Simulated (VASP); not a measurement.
**Ge: phonons with r2SCAN**

Crystal: Ge.

```
CELL_PARAMETERS angstrom
0.00000 2.83839 2.83839
2.83839 0.00000 2.83839
2.83839 2.83839 0.00000
ATOMIC_POSITIONS crystal
Ge 0.00000 0.00000 0.00000
Ge 0.25000 0.25000 0.25000
```

```yaml
Program: VASP 6.6.1
Task: phonons
Functional: r2SCAN
Potentials_or_basis: VASP PAW PBE potentials, release 64 (Ge_d)
Cutoff: 600 eV
k_mesh: 10 × 10 × 10
Occupations: gaussian, width 0.03 eV
Spin: no spin polarisation
By_perturbation_theory: no
Further_INCAR_settings: ALGO = Normal; EDIFF = 1e-08; IBRION = 6; POTIM = 0.015; NSW = 1
```

The highest phonon frequency at Γ is 296 cm⁻¹.

Phonon frequencies in cm⁻¹ (negative: imaginary):
| q point | frequencies |
| --- | --- |
| (0.000, 0.000, 0.000) | 0 0 0 296 296 296 |

It took 20 min on 1 thread of Intel(R) Xeon(R) Platinum 8259CL CPU @ 2.50GHz (Skylake/Cascade Lake) (shared host), peak memory 0.37 GiB.
